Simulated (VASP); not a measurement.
Write the native input for VASP 6.6.1 that does the following.

| Property | Result |
| --- | --- |
| Task | relaxation of cell and atoms |
| Functional | PBE |
| Potentials or basis | VASP PAW PBE potentials, release 64 (Hf_pv, Si, O) |
| Cutoff | 520 eV |
| k mesh | 5 × 5 × 5 |
| Occupations | gaussian, width 0.15 eV |
| Spin | no spin polarisation |
| Further INCAR settings | PREC = Normal; ALGO = Fast; EDIFF = 0.0001; IBRION = 2; EDIFFG = -0.08; NSW = 24; ISIF = 3 |

The structure of HfSiO4 lies in POSCAR:

```
HfSiO4
1.0
   -1.9229907300      1.9229907300      4.6934130400
    1.9229907300     -1.9229907300      4.6934130400
    1.9229907300      1.9229907300     -4.6934130400
Hf Si O
1 1 4
Direct
    0.2500000000      0.7500000000      0.5000000000
    0.5000000000      0.5000000000      0.0000000000
    0.0417605000      0.5417605000      0.5000000000
    0.7046895000      0.7046895000      0.0000000000
    0.4582395000      0.9582395000      0.5000000000
    0.2953105000      0.2953105000      0.0000000000
```

The cell was built by a generator and needn't be a form met in nature.

These files were run (other wordings do the same):

INCAR

```
PREC = Normal
ENCUT = 520
EDIFF = 1E-4
ISMEAR = 0
SIGMA = 0.15
LREAL = False
LASPH = True
NELM = 60
ALGO = Fast
ISIF = 3
LWAVE = False
LCHARG = False
GGA = PE
IBRION = 2
NSW = 24
EDIFFG = -0.08
```

KPOINTS

```
Automatic mesh
0
Gamma
  5 5 5
```

Potentials or basis: VASP PAW PBE potentials, release 64 (Hf_pv, Si, O).

The run is started by

```bash
$ cat potpaw_PBE.64/Hf_pv/POTCAR potpaw_PBE.64/Si/POTCAR potpaw_PBE.64/O/POTCAR > POTCAR
$ mpirun -np 1 vasp_std > vasp.out
```

It gave:

```
Relaxed volume                         : 11.52 Å³/atom
Relaxed cell                           : a = 5.586 Å, b = 5.586 Å, c = 5.586 Å, α = 140.77°, β = 140.77°, γ = 56.69°
Space group after relaxing (to 0.05 Å) : I-4m2 (No. 119)
Energy gained by relaxing              : 254.3 meV/atom
Ionic steps                            : 15
Pressure after relaxing                : -0.4 GPa
Largest force after relaxing           : 0.034 eV/Å
Band gap on the k mesh                 : 4.09 eV, indirect (least direct gap 4.26 eV)
```

Caveat: the k mesh is coarse (spacing up to 0.46 Å⁻¹), so the values aren't converged; spin-orbit coupling is left out, which moves the levels of the heavy elements; an odd mesh through Γ misses points on the zone boundary, where band edges often lie; the relaxation stopped at a loose force limit of 0.08 eV/Å, so its end isn't a converged minimum.

It took 2.1 min on 1 thread of Intel(R) Xeon(R) Platinum 8488C (Sapphire Rapids), with other jobs on the host, peak memory 0.19 GiB.
